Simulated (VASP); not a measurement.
The system is ZrC.

```
Zr C
1.0
     0.00000    2.35021    2.35021
     2.35021    0.00000    2.35021
     2.35021    2.35021    0.00000
Zr C
1 1
Direct
  0.50000 0.50000 0.50000
  0.00000 0.00000 0.00000
```

Base run:

| Property | Result |
| --- | --- |
| Program | VASP 6.6.1 |
| Functional | LDA |
| Potentials or basis | VASP PAW LDA potentials, release 64 (Zr_sv, C) |
| Cutoff | 520 eV |
| k mesh | 15 × 15 × 15 |
| Occupations | fermi-dirac, width 0.05 eV |
| Spin | no spin polarisation |

Its results: band gap on the k mesh none (metal or under the smearing width); pressure -8.1 GPa.

Problem. The run is repeated on the same cell with these changes: functional from LDA to r2SCAN; potentials or basis from VASP PAW LDA potentials, release 64 (Zr_sv, C) to VASP PAW PBE potentials, release 64 (Zr_sv, C). What comes out?

Solution. Band gap on the k mesh none (metal or under the smearing width); pressure 1.9 GPa.

Caveats: the PAW data sets were made with another functional, which shifts forces and pressure a little (some runs).
